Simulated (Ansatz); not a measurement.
SrO: pressure against volume, fitted

```yaml
crystal:
  lattice:
    - [0.00000, 2.56980, 2.56980]
    - [2.56980, 0.00000, 2.56980]
    - [2.56980, 2.56980, 0.00000]
  atoms:
    - { symbol: Sr, position: [0.00000, 0.00000, 0.00000] }
    - { symbol: O, position: [0.50000, 0.50000, 0.50000] }
```

Atom numbers follow the list: Sr1, O2.

The cell is COD entry 1100027, as deposited and not checked against the literature; nothing was relaxed. It is an old determination, and later ones may differ.

Theory: Ansatz 0.2.0, DFT, PBEsol, all-electron LAPW, scalar-relativistic.

Settings: a Γ-centred 8×8×8 k mesh, Fermi–Dirac smearing of 0.03 eV, basis error target 0.5 meV/atom, no spin polarisation.

The cell is scaled evenly. Fractional coordinates are held (clamped ions).

```tsv
V (Å³/atom)	P (GPa)
15.952	5.48
16.292	3.10
16.631	0.98
16.801	0.00
16.971	-0.92
17.140	-1.79
17.310	-2.62
17.649	-4.13
```

Problem. Fit a third-order Birch–Murnaghan curve to the pressures.

Solution. P = (3B0/2)(y^(7/2) − y^(5/2))[1 + (3/4)(B0′ − 4)(y − 1)] with y = (V0/V)^(2/3) fits within 0.01 GPa for V0 = 16.801 Å³/atom, B0 = 93.9 GPa and B0′ = 4.57.

Problem. Predict the pressure at the withheld volume, 17.989 Å³/atom.

Solution. There y = 0.9555, so the fit gives -5.49 GPa; the run gave -5.49 GPa.
